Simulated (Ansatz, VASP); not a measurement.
## InP: programs and potentials compared

The starting cell:

```
CELL_PARAMETERS angstrom
0.00000 2.93050 2.93050
2.93050 0.00000 2.93050
2.93050 2.93050 0.00000
ATOMIC_POSITIONS crystal
In 0.00000 0.00000 0.00000
P 0.75000 0.75000 0.75000
```

Alike in all runs: task relaxation of cell and atoms; functional PBE; k mesh 8 × 8 × 8; occupations fermi-dirac, width 0.05 eV; no spin polarisation; no spin-orbit coupling.

```
                        program and potentials  plane-wave cutoff (eV)                                   notes  equilibrium volume (Å³/atom)
Ansatz, all-electron LAPW, scalar-relativistic                       -                                       -                         26.47
             VASP, PBE PAW files In, P, 580 eV                     580  4 valence electrons an atom on average                         27.00
     VASP, PBE PAW files In_d_GW, P_GW, 630 eV                     630  9 valence electrons an atom on average                         26.37
           VASP, PBE PAW files In_d, P, 600 eV                     600  9 valence electrons an atom on average                         26.44
     VASP, PBE PAW files In_d_GW, P_GW, 680 eV                     680  9 valence electrons an atom on average                         26.42
```

The equilibrium volume spans 26.37 (VASP, PBE PAW files In_d_GW, P_GW, 630 eV) to 27.00 Å³/atom (VASP, PBE PAW files In, P, 580 eV), with all-electron results at 26.47. Relaxations stop with a little pressure left, so the last digit of a volume isn't settled.

The functional is the same throughout but for its coding, so the spread measures potentials, basis and numerics; runs on potential files found faulty are left out.

What separates these results is the treatment of the In 4d shell. The three VASP runs that keep it in the valence lie close to the all-electron volume of 26.47 Å³/atom, while the run that freezes it in the core gives 27.00. The same P file serves with both In and In_d, which points to indium as the source. The filled 4d shell is shallow and extended enough to respond to the crystal field and mix with phosphorus states; freezing it in its atomic form removes that response and probably makes the In–P repulsion too strong at short distance.

The lower cutoff of the four-electron run is an unlikely cause, since in the GW pair the lower cutoff goes with the smaller volume. That pair differs by about as much as the d-valence potentials do among themselves, so they can't be ranked. Closeness to the all-electron result validates the potential, not the functional: PBE generally overestimates the lattice constants of III–V semiconductors, and a better potential reproduces that error faithfully.
